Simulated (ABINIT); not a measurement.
An input for ABINIT 10.8.3 (AlN (F-43m)):

```
acell 3*1.0 Angstrom
rprim 
  -0.000000000000 2.183993559600 2.183993559600
  2.183993559600 -0.000000000000 2.183993559600
  2.183993559600 2.183993559600 -0.000000000000
ntypat 2
znucl 13 7
natom 2
typat 1 2
xred 
  0.000000000000 0.000000000000 0.000000000000
  0.750000000000 0.750000000000 0.750000000000
pp_dirpath "pseudos"
pseudos "Al.upf, N.upf"
ecut 36
ngkpt 6 6 6
nshiftk 1
shiftk 0 0 0
kptopt 1
chksymbreak 0
istwfk *1
occopt 1
irdwfk 1
optdriver 3
nband 368
ecuteps 17.16
inclvkb 2
awtr 1
symchi 1
indata_prefix "in"
outdata_prefix "out"
tmpdata_prefix "tmp"
```

```sh
OMP_NUM_THREADS=1 mpirun -n 8 abinit run.abi > log
```

**Question.** Estimate wall time and host memory on 8 MPI ranks of Arm Neoverse V2, shared host.

It took 4.2 min; on shared hardware allow 2.1 min to 8.5 min. Peak host memory was 3.6 GiB.

[Long decimals in the printed logs are rounded to 6 places.]

[Logs are printed without paths, hosts, clocks, repeated set-up lines and the standing remarks that a program may print on its own settings, such as how far it seeks lower states.]

[Paths, hosts, dates, memory and timing lines, banners, echoed tables and standing remarks are left out of the program output; an Ansatz launch command may be rebuilt from the run's recorded settings. Measured values are a selection of at most five: reports struck by readers or far from the other reports are left out. None is set beside runs whose start may be inverted or whose files or cutoffs have a known fault.]

[Runs of the session that timed out or met a known fault of the program may be left out.]

[Hosts, paths, dates, database ids (printed as entryN), source tags and the programs' standing remarks are cut or masked in the printed files.]

[G0W0 gaps are taken among the corrected bands and points alone; a level outside them can change the order at an edge.]

[Where Ansatz stands beside ABINIT at settings called matched, ABINIT's density can come from a denser mesh and the files from another edition; pairs whose starting gaps differed by over 0.03 eV were left out, so agreement reads better than it is.]
